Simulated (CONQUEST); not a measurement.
# AlN (P6_3/mmc) in CONQUEST: further runs

The runs below take AlN through single point, with WC, PW91, PBEsol.

Everything below comes from runs of CONQUEST 1.3. Logs are shortened: lines on timing, memory, paths and dates and some standing lists are left out, and cuts for length are marked.

**1. The undisturbed crystal**

It takes space group P6_3/mmc (No. 194, hexagonal). The conventional cell has a = 3.312 Å, b = 3.312 Å, c = 4.188 Å, α = 90.00°, β = 90.00°, γ = 120.00°. Al (site symmetry -6m2) has 5 N at 1.91 to 2.09 Å as nearest neighbours. N (site symmetry -6m2) is surrounded by 5 Al at 1.91 to 2.09 Å.

Measurements of this composition are mostly on another form, of space group No. 186.

**2. Single point, WC (atoms moved at random, drawn with an rms of 0.15 Å)**

Contents of Conquest_input:

```
IO.Title AlN
IO.Coordinates coords.dat
IO.FractionalAtomicCoords F
IO.Iprint 2
IO.Iprint_init 1
General.NumberOfSpecies 2
General.PseudopotentialType hamann
General.DistanceUnits A
General.FunctionalType 104
General.DifferentFunctional T
AtomMove.TypeOfRun static
AtomMove.FullStress T
Grid.GridCutoff 150
DM.SolutionMethod diagon
Diag.MPMesh T
Diag.GammaCentred T
Diag.MPMeshX 6
Diag.MPMeshY 5
Diag.MPMeshZ 4
Diag.kT 0.00099223
minE.SCTolerance 1e-6
SC.MaxIters 100
IO.AtomChargeOutput T
IO.DumpChargeDensity T
IO.DumpTotPot T
%block ChemicalSpeciesLabel
1 26.980 Al
2 14.010 N
%endblock
```

Contents of coords.dat:

```
    3.3121157420     0.0000000000     0.0000000000
    0.0000000000     4.1875630000     0.0000000000
    0.0000000000     0.0000000000     5.7367527450
8
  1.6455617762   1.1622874236   5.0745306919 1 T T T
  3.3016196472   1.1622874236   2.2061543194 1 T T T
  0.0886140006   3.0757650235   3.7639494487 1 T T T
  1.7446718716   3.0757650235   0.8955730762 1 T T T
  1.5621908548   3.2665168933   4.9232209699 2 T T T
  3.2182487258   3.2665168933   2.0548445974 2 T T T
  1.6314471950   1.0240266560   0.8813860866 2 T T T
  3.2875050660   1.0240266560   3.7497624591 2 T T T
```

Potentials or basis: PseudoDojo NC PBEsol, SZP, grid cutoff 150 Ha.

The run is started by

```sh
$ Conquest
```

What it wrote:

```text
Simulation cell dimensions:     3.3121 A  x     4.1876 A  x     5.7368 A

      Atomic coordinates (A )
         Atom         X         Y         Z  Species
            1    3.1097    2.1964    9.5895        1
            2    6.2392    2.1964    4.1690        1
            3    0.1675    5.8124    7.1128        1
            4    3.2970    5.8124    1.6924        1
            5    2.9521    6.1728    9.3035        2
            6    6.0816    6.1728    3.8831        2
            7    3.0830    1.9351    1.6656        2
            8    6.2125    1.9351    7.0860        2

         Monkhorst-Pack mesh:   6 x   5 x   4 gamma-centred
        This calculation includes non-local pseudopotentials,
         with a maximum core radius of      8.23709393

    Job title: AlN
    Job to be run: static calculation

    Ground state search:
      Support functions represented with PAO basis
      1:1 PAO to SF mapping
      Non-spin-polarised electrons
      Solving for the K matrix using diagonalisation
      Using Fermi-Dirac smearing

    Integration grid size:     36 x   48 x   60

    Integration grid spacing:  0.092 A  x 0.087 A  x 0.096 A

    Number of species:  2
    --------------------------------------------------------
    |   #  mass (au)  Charge (e)  SF Rad (A )  NSF  Label  |
    --------------------------------------------------------
    |   1     26.980       3.000        4.494    9  Al     |
    |   2     14.010       5.000        3.060    9  N      |
    --------------------------------------------------------
          SCF tolerance:                 0.00000100
          SCF iterations:               100

    The functional used will be GGA WC

           radial cut-off to be used is taken to be max PAO cut-off radius for this species:    8.237094

           greatest ang. mom. for making density from PAOs:  2

           radial cut-off to be used is taken to be max PAO cut-off radius for this species:    5.483972

           greatest ang. mom. for making density from PAOs:  2
    Minimum blocs/proc is     1620. Maximum blocs/proc is     1620
    set_atom_dens: In set_atomic_density, electrons :      32.000000000000
 matrix_size & matrix_size_padH =           72          72

    Screened ion int: energy:     -33.047264502717 Ha

    new_SC_potl: Starting.  Tolerance:  0.10000E-05

    PulayMixSC: Starting Pulay mixing, A_up =  0.500 A_dn =  0.500
    PulayMixSC: Spin non-polarised calculation.
          Harris-Foulkes Energy            :       -51.131866386687726 Ha
          (TS=0 as O(N) or entropic contribution is negligible)
          DFT Total Energy                 :       -50.318370306026189 Ha
          Total number of electrons        :        32.000000000000234
    PulayMixSC: Pulay iteration     1 residual:              0.13286E-01
          Harris-Foulkes Energy            :       -50.837919338756429 Ha
          (TS=0 as O(N) or entropic contribution is negligible)
          DFT Total Energy                 :       -50.753716573938270 Ha
          Total number of electrons        :        31.999991260150587
    PulayMixSC: Pulay iteration     2 residual:              0.54985E-02
          Harris-Foulkes Energy            :       -50.806224057092493 Ha
          (TS=0 as O(N) or entropic contribution is negligible)
          DFT Total Energy                 :       -50.805078023724533 Ha
          Total number of electrons        :        31.999982912354721
    PulayMixSC: Pulay iteration     3 residual:              0.14362E-02
          Harris-Foulkes Energy            :       -50.805398615751351 Ha
          (TS=0 as O(N) or entropic contribution is negligible)
          DFT Total Energy                 :       -50.804787819129267 Ha
          Total number of electrons        :        31.999973515787364
    PulayMixSC: Pulay iteration     4 residual:              0.38889E-03
          Harris-Foulkes Energy            :       -50.805228334284763 Ha
          (TS=0 as O(N) or entropic contribution is negligible)
          DFT Total Energy                 :       -50.805148059320587 Ha
          Total number of electrons        :        31.999972597987721
    PulayMixSC: Pulay iteration     5 residual:              0.13388E-03
          Harris-Foulkes Energy            :       -50.805203780477100 Ha
          (TS=0 as O(N) or entropic contribution is negligible)
          DFT Total Energy                 :       -50.805203223911207 Ha
          Total number of electrons        :        31.999972376335222
    PulayMixSC: Pulay iteration     6 residual:              0.14343E-04
          Harris-Foulkes Energy            :       -50.805203509755302 Ha
          (TS=0 as O(N) or entropic contribution is negligible)
          DFT Total Energy                 :       -50.805203499080626 Ha
          Total number of electrons        :        31.999972299634283
    PulayMixSC: Pulay iteration     7 residual:              0.30325E-05
          Harris-Foulkes Energy            :       -50.805203502207206 Ha
          (TS=0 as O(N) or entropic contribution is negligible)
          DFT Total Energy                 :       -50.805203500900788 Ha
          Total number of electrons        :        31.999972298886693
    PulayMixSC: Pulay iteration     8 residual:              0.10709E-05
          Harris-Foulkes Energy            :       -50.805203501153400 Ha
          (TS=0 as O(N) or entropic contribution is negligible)
          DFT Total Energy                 :       -50.805203501144277 Ha
          Total number of electrons        :        31.999972300929233
    PulayMixSC: Pulay iteration     9 residual:              0.99239E-07
    PulayMixSC: Reached SCF tolerance of  0.99239E-07 after      9 iterations
      | Number of electrons      =        31.999972
      |* band energy as 2Tr[K.H] =       -16.742774965570426 Ha
      |  screened ion-ion energy =       -33.047264502717368 Ha
      |  Ha correction           =        -2.553522007664971 Ha
      |  XC correction           =         1.538356812253166 Ha
      |* Harris-Foulkes energy   =       -50.805203501153400 Ha
      |* DFT total energy        =       -50.805203501144277 Ha
      |  estimated accuracy      =        -0.000000000009123 Ha

    force: Forces on atoms (Ha/A )
    force:  Atom   X              Y              Z
    force:     1  -0.0036330190  -0.0442489076  -0.5126752450
    force:     2  -0.0036330190  -0.0442489076  -0.5126752450
    force:     3  -0.0414486399   0.0661872140   0.1740598760
    force:     4  -0.0414486399   0.0661872140   0.1740598760
    force:     5   0.0406864374  -0.0593422450  -0.1467150761
    force:     6   0.0406864374  -0.0593422450  -0.1467150761
    force:     7   0.0042404117   0.0371818669   0.4851291017
    force:     8   0.0042404117   0.0371818669   0.4851291017

    force: Maximum force :        0.51267524(Ha/A ) on atom         1 in z direction
    force: Force Residual:        0.37571784 Ha/A
    force: Total stress:         15.18616650    -0.17873996    -7.64108652 GPa
                            -0.17873996    -3.41175421     2.92097672
                            -7.64108652     2.92097672   -90.18002063
    force: Average pressure:     26.13520278 GPa

    force: Finished force
    get_E_and_F: Change in energy during last step of electronic optimisation:  0.10538E-08

    BIBLIOGRAPHY: Please consider citing the following references in the conquest.bib file

    CONQUEST:         Bowler2002pt, Miyazaki2004, Nakata2020
    Basis:            Bowler2019
    DM:               Bowler:2006xr
    Pseudopotentials: Hamann2013, Bowler2019
    XC functional:    Wu2006

    Warnings written to file Conquest_warnings; please check
```

Wall time 44 s (1 thread of AMD EPYC 9R45 (Zen 5), shared host); peak memory 0.92 GiB.

Results:

| Property | Result |
| --- | --- |
| Free energy | -1382.4800 eV |
| Pressure | 26.1 GPa |
| Largest force | 14.003 eV/Å |
| Band gap on the k mesh | 3.38 eV |
| Mulliken charges | Al +0.82, +0.81; N -0.80, -0.83 e |

Forces in eV/Å, atoms in the order of the input:
```
Al   -0.099  -1.204 -13.951
Al   -0.099  -1.204 -13.951
Al   -1.128   1.801   4.736
Al   -1.128   1.801   4.736
N     1.107  -1.615  -3.992
N     1.107  -1.615  -3.992
N     0.115   1.012  13.201
N     0.115   1.012  13.201
```

Stress tensor (GPa, compression positive):
```
-15.19   0.18   7.64
  0.18   3.41  -2.92
  7.64  -2.92  90.18
```

Caveat: the log labels positions in bohr as Å; the potentials were made for another functional, which shifts forces and pressure; the atomic basis is small; Mulliken charges move with the basis; an odd mesh through Γ misses points on the zone boundary, where band edges often lie; the basis of atomic orbitals isn't converged, which shifts pressures, moduli and gaps.

**3. Single point, PW91 (volume scaled by 1.25)**

Edit Conquest_input of step 2 so:

```diff
@@ -7,4 +7,3 @@
 General.PseudopotentialType hamann
-General.DistanceUnits A
-General.FunctionalType 104
+General.FunctionalType -109134
 General.DifferentFunctional T
@@ -12,3 +11,3 @@
 AtomMove.FullStress T
-Grid.GridCutoff 150
+Grid.GridCutoff 120
 DM.SolutionMethod diagon
@@ -23,4 +22,2 @@
 IO.AtomChargeOutput T
-IO.DumpChargeDensity T
-IO.DumpTotPot T
 %block ChemicalSpeciesLabel
```

Contents of coords.dat:

```
    6.7422943628     0.0000000000     0.0000000000
    0.0000000000     8.5243948607     0.0000000000
    0.0000000000     0.0000000000    11.6779963945
8
  0.0000000000   2.1310987152   3.8926654610 1 T T T
  3.3711471814   2.1310987152   9.7316636582 1 T T T
  0.0000000000   6.3932961455   7.7853309336 1 T T T
  3.3711471814   6.3932961455   1.9463327363 1 T T T
  0.0000000000   6.3932961455   3.8926654610 2 T T T
  3.3711471814   6.3932961455   9.7316636582 2 T T T
  0.0000000000   2.1310987152   7.7853309336 2 T T T
  3.3711471814   2.1310987152   1.9463327363 2 T T T
```

Potentials or basis: PseudoDojo NC PBE, DZ, grid cutoff 120 Ha.

The run is started by

```sh
$ Conquest
```

Run time: 24 s. Hardware: 1 thread of AMD EPYC 9R45 (Zen 5), shared host; peak memory 0.69 GiB.

It converged, with:

```
Free energy            : -1388.4930 eV
Pressure               : -23.3 GPa
Largest force          : 0.012 eV/Å
Band gap on the k mesh : 1.69 eV
Mulliken charges       : Al +1.59; N -1.59 e
```

Forces on the atoms (eV/Å):
```
Al   0.000  0.000  0.001
Al   0.000  0.000  0.001
Al   0.000  0.000 -0.001
Al   0.000  0.000 -0.001
N    0.000  0.000  0.012
N    0.000  0.000  0.012
N    0.000  0.000 -0.012
N    0.000  0.000 -0.012
```

Stress tensor (GPa, compression positive):
```
-25.28   0.00   0.00
  0.00 -19.09   0.00
  0.00   0.00 -25.50
```

Caveat: the potentials were made for another functional, which shifts forces and pressure; the atomic basis is small; Mulliken charges move with the basis; an odd mesh through Γ misses points on the zone boundary, where band edges often lie; the basis of atomic orbitals isn't converged, which shifts pressures, moduli and gaps.

**4. Single point, PBEsol (volume scaled by 0.92)**

Contents of Conquest_input:

```
IO.Title AlN
IO.Coordinates coords.dat
IO.FractionalAtomicCoords T
IO.Iprint 2
IO.Iprint_init 1
General.NumberOfSpecies 2
General.PseudopotentialType hamann
General.DistanceUnits A
AtomMove.TypeOfRun static
AtomMove.FullStress T
Grid.GridCutoff 100
DM.SolutionMethod diagon
Diag.MPMesh T
Diag.GammaCentred T
Diag.MPMeshX 5
Diag.MPMeshY 4
Diag.MPMeshZ 3
Diag.kT 0.00734986
minE.SCTolerance 1e-6
Diag.SmearingType 1
Diag.MPOrder 2
SC.MaxIters 100
IO.AtomChargeOutput T
%block ChemicalSpeciesLabel
1 26.980 Al
2 14.010 N
%endblock
```

Contents of coords.dat:

```
    3.2213267620     0.0000000000     0.0000000000
    0.0000000000     4.0727769830     0.0000000000
    0.0000000000     0.0000000000     5.5795016190
8
  0.0000000000   0.2500000000   0.3333333330 1 T T T
  0.5000000000   0.2500000000   0.8333333330 1 T T T
  0.0000000000   0.7500000000   0.6666666670 1 T T T
  0.5000000000   0.7500000000   0.1666666670 1 T T T
  0.0000000000   0.7500000000   0.3333333330 2 T T T
  0.5000000000   0.7500000000   0.8333333330 2 T T T
  0.0000000000   0.2500000000   0.6666666670 2 T T T
  0.5000000000   0.2500000000   0.1666666670 2 T T T
```

Potentials or basis: PseudoDojo NC PBEsol, DZ, grid cutoff 100 Ha.

The run is started by

```sh
$ Conquest
```

Run time: 17 s. Hardware: 1 thread of AMD EPYC 9R45 (Zen 5), shared host; peak memory 0.54 GiB.

Results (log left out):

- Free energy: -1383.6605 eV
- Pressure: 24.9 GPa
- Largest force: 0.017 eV/Å
- Band gap on the k mesh: 4.26 eV
- Mulliken charges: Al +1.69; N -1.69 e

Forces in eV/Å, atoms in the order of the input:
```
Al   0.000  0.000  0.001
Al   0.000  0.000  0.001
Al   0.000  0.000 -0.001
Al   0.000  0.000 -0.001
N    0.000  0.000 -0.017
N    0.000  0.000 -0.017
N    0.000  0.000  0.017
N    0.000  0.000  0.017
```

Stress tensor (GPa, compression positive):
```
27.18  0.00  0.00
 0.00 19.40  0.00
 0.00  0.00 28.03
```

Caveat: the log labels positions in bohr as Å; the atomic basis is small; Mulliken charges move with the basis; an odd mesh through Γ misses points on the zone boundary, where band edges often lie; the basis of atomic orbitals isn't converged, which shifts pressures, moduli and gaps.

**5. Overview**

```csv
level,potentials or basis,cell,k mesh,smearing,gap on the mesh (eV),pressure (GPa),largest force (eV/Å)
WC,"PseudoDojo NC PBEsol, SZP, grid cutoff 150 Ha","atoms moved at random, drawn with an rms of 0.15 Å",6 × 5 × 4,fermi-dirac 0.027 eV,3.38,26.1,14.00
PW91,"PseudoDojo NC PBE, DZ, grid cutoff 120 Ha",volume scaled by 1.25,6 × 5 × 4,fermi-dirac 0.027 eV,1.69,-23.3,0.01
PBEsol,"PseudoDojo NC PBEsol, DZ, grid cutoff 100 Ha",volume scaled by 0.92,5 × 4 × 3,methfessel-paxton of order 2 0.2 eV,4.26,24.9,0.02
```

Alike in all rows: task single point; no spin polarisation.

Caveats: the atomic basis is small; an odd mesh through Γ misses points on the zone boundary, where band edges often lie; the basis of atomic orbitals isn't converged, which shifts pressures, moduli and gaps; the potentials were made for another functional, which shifts forces and pressure (some runs).

Total energies depend on the potentials used, so only differences within one code and one set of settings carry meaning.
